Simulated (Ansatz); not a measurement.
**Point defect: K vacancy in KBr**

Computed with Ansatz, DFT PBE, scalar-relativistic, plane waves, PAW. Settings: 420 eV cutoff, 2×2×2 k-mesh, shifted by half a step, Gaussian smearing of 0.01 eV, collinear spin.

Host crystal, relaxed:

```yaml
crystal:
  lattice:
    - [0.00000, 3.34997, 3.34997]
    - [3.34997, 0.00000, 3.34997]
    - [3.34997, 3.34997, 0.00000]
  atoms:
    - { symbol: K, position: [0.00000, 0.00000, 0.00000] }
    - { symbol: Br, position: [0.50000, 0.50000, 0.50000] }
```

Supercell of 32 atoms, rows in host cell vectors: 1 1 -3; 1 1 1; 1 -3 1. Atoms relax at the host's cell, keeping the symmetry that the supercell leaves at the site. The cell is small, so energies carry finite-size errors of tenths of an eV. The host's Kohn–Sham gap is 4.32 eV. Atoms are taken from and returned to the elements' standard states. Charged cells are corrected for image charges with the computed static dielectric tensor (mean 5.7) and aligned with the host's potential at far atoms (alignment terms reach 0.19 eV; the program doubts the alignment in some charges, where it is up to 0.19 eV). No band-filling term is added, and the Fermi level counts from the host's valence band top.

Starting moments were lost in some runs.

Defect: K vacancy at (0.000, 0.000, 0.000) of the host cell.

(1) What is the formation energy of the neutral defect?

(2) Does the neutral defect carry a moment, and how do its surroundings relax?

(3) Charges 0, -1 were computed. Which is stable where in the gap?

Results:

(1) 4.74 eV.

(2) It changes the cell's moment by 1.00 μB. The nearest neighbours before are 6 Br at 3.35 Å; after relaxation the atoms near the site are 6 Br at 3.47 Å; the largest move is 0.12 Å.

(3) Among the charges computed the stable one is 0 at the valence band top, changing to -1 at 0.29 eV. In charge 0 the cell has partly filled bands: a level of the defect may be part filled, the carrier may sit in the host's bands, or levels may cross between the k points, so transitions that involve it are doubtful. Levels between neighbouring charges: (0/-1) 0.29 eV.